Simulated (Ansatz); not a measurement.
## What strain does to CdF2 (fluorite)

CdF2 built on the fluorite prototype, relaxed with r2SCAN in the PAW code Ansatz. The symmetry is Fm-3m (No. 225, cubic); conventional cell a = 5.388 Å, 13.04 Å³ an atom. Cd has 8 F at 2.33 Å; F has 4 Cd at 2.33 Å.

The axes x, y and z are those of this cell:
```yaml
crystal:
  lattice:
    - [0.00000, 2.69418, 2.69418]
    - [2.69418, 0.00000, 2.69418]
    - [2.69418, 2.69418, 0.00000]
  atoms:
    - { symbol: Cd, position: [0.00000, 0.00000, 0.00000] }
    - { symbol: F, position: [0.25000, 0.25000, 0.25000] }
    - { symbol: F, position: [0.75000, 0.75000, 0.75000] }
```

Unstrained: PBE gives an indirect gap of 3.100 eV, from W to Γ; the least direct gap is 3.598 eV at Γ. With r2SCAN the valence top lies at W and the conduction bottom at Γ, 3.794 eV higher; the smallest vertical gap, at Γ, is 4.306 eV. The HSE06 gap is indirect, 5.206 eV (W to Γ), below the direct gap of 5.791 eV at Γ. Meshes: PBE 8×8×8, r2SCAN 8×8×8, HSE06 6×6×6. Strains are changes of length per length, and xy shears are angles. After each strain the atoms were relaxed again with r2SCAN within the symmetry that the strain leaves, so tilts or polar shifts that break it weren't tested; points keep the names that they have in the unstrained zone. The values are computed, spin-unpolarised, and not measurements.

Changes of the least gap in eV (an overlap counts as a negative gap):
```json
{"strain": "epitaxial +0.5 % in the plane normal to [111], free normal strain -0.64 %", "volume change (%)": "+0.4", "space group": "R-3m", "PBE": "-0.012", "r2SCAN": "-0.013", "HSE06": "-0.013", "energy rise, r2SCAN (meV/atom)": "0.2"}
{"strain": "isotropic -4.0 % on every length", "volume change (%)": "-11.5", "space group": "Fm-3m", "PBE": "+0.448", "r2SCAN": "+0.454", "HSE06": "+0.494", "energy rise, r2SCAN (meV/atom)": "77.4"}
{"strain": "uniaxial +2.5 % along x", "volume change (%)": "+2.5", "space group": "I4/mmm", "PBE": "-0.119", "r2SCAN": "-0.121", "HSE06": "-0.126", "energy rise, r2SCAN (meV/atom)": "4.7"}
{"strain": "xy shear, engineering strain (angle) +3.0 %", "volume change (%)": "0.0", "space group": "Immm", "PBE": "0.000", "r2SCAN": "-0.001", "HSE06": "0.000", "energy rise, r2SCAN (meV/atom)": "0.9"}
{"strain": "uniaxial -1.0 % along z", "volume change (%)": "-1.0", "space group": "I4/mmm", "PBE": "+0.030", "r2SCAN": "+0.031", "HSE06": "+0.035", "energy rise, r2SCAN (meV/atom)": "0.8"}
```

Epitaxial +0.5 % in the plane normal to [111], free normal strain -0.64 %. HSE06: the gap goes from 5.206 to 5.193 eV (-0.013 eV); the edges go from W → Γ to (0.245, -1/2, -1/4) → Γ. Stress change with r2SCAN, compression positive: xx -0.39, yy -0.39, zz -0.39, xy +0.19, xz +0.19, yz +0.19 GPa.

Isotropic -4.0 % on every length. HSE06: the gap goes from 5.206 to 5.700 eV (+0.494 eV). Stress change with r2SCAN, compression positive: xx +18.55, yy +18.55, zz +18.55 GPa. For HSE06, dE_g/d ln V = -4.0 eV over this step.

Uniaxial +2.5 % along x, other directions held. HSE06: the gap goes from 5.206 to 5.080 eV (-0.126 eV). Stress change with r2SCAN, compression positive: xx -4.52, yy -1.70, zz -1.70 GPa.

Xy shear, engineering strain (angle) +3.0 %. HSE06: the gap goes from 5.206 to 5.206 eV (0.000 eV); the edges go from W → Γ to (1/4, 0.495, -0.255) → Γ. Stress change with r2SCAN, compression positive: xx +0.07, yy +0.07, zz +0.07, xy -0.72 GPa.

Uniaxial -1.0 % along z, other directions held. HSE06: the gap goes from 5.206 to 5.241 eV (+0.035 eV); the edges go from W → Γ to (0.240, -1/2, -0.260) → Γ. Stress change with r2SCAN, compression positive: xx +0.77, yy +0.77, zz +1.95 GPa.

Spin-orbit coupling is left out.

Where an edge lies off the special points, it is a point of the mesh or the k point where a search put PBE's edge or least direct gap, reused for the other functionals, whose own edges may lie a little apart.

Coordinates of k points refer to the reciprocal vectors of the primitive cell of the runs.

The meshes of the hybrids are coarse, so their gaps aren't converged to the digits shown.
